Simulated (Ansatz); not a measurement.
# KI

```yaml
crystal:
  lattice:
    - [0.00000, 3.52455, 3.52455]
    - [3.52455, 0.00000, 3.52455]
    - [3.52455, 3.52455, 0.00000]
  atoms:
    - { symbol: K, position: [0.00000, 0.00000, 0.00000] }
    - { symbol: I, position: [0.50000, 0.50000, 0.50000] }
```

Atoms are numbered in the order listed.

The conventional cell has a = 7.049 Å, b = 7.049 Å, c = 7.049 Å, α = 90.00°, β = 90.00°, γ = 90.00°. K (atom 1) is surrounded by 6 I at 3.52 Å. I (atom 2) is surrounded by 6 K at 3.52 Å.

The cell is COD entry 9009735, as deposited and not checked against the literature; nothing was relaxed.

Spin–orbit coupling is left out, though it moves levels of the heavy atoms by tenths of an eV or more.

Methods: DFT, PBEsol, all-electron LAPW, scalar-relativistic (Ansatz 0.2.0); DFT, PBEsol, PAW with Ansatz's default frozen-core files, scalar-relativistic (Ansatz 0.2.0).

For LAPW: a Γ-centred 8×8×8 k mesh, Fermi–Dirac smearing of 0.01 eV, basis error target 1 meV/atom, no spin polarisation. PAW takes a cutoff of 420 eV at this cell (files made with PBE, cores remade for this functional). The Ansatz runs share mesh, smearing and spin set-up. Values come from LAPW unless marked.

- Pressure at this cell: -2.1 kbar
- Volume per atom: 43.78 Å³

(1) Predict this quantity. Bader charges (from the PAW run).

(2) Predict this quantity. Löwdin charges (with 0.05 e of the cell spilling out of the atomic basis, so their sizes and signs hang on that basis).

(3) Band gap: what does the calculation give?

Results:

(1) K1 +0.81, I2 -0.81 e.

(2) K1 0.69, I2 -0.64 e.

(3) 3.83 eV, direct at Γ.
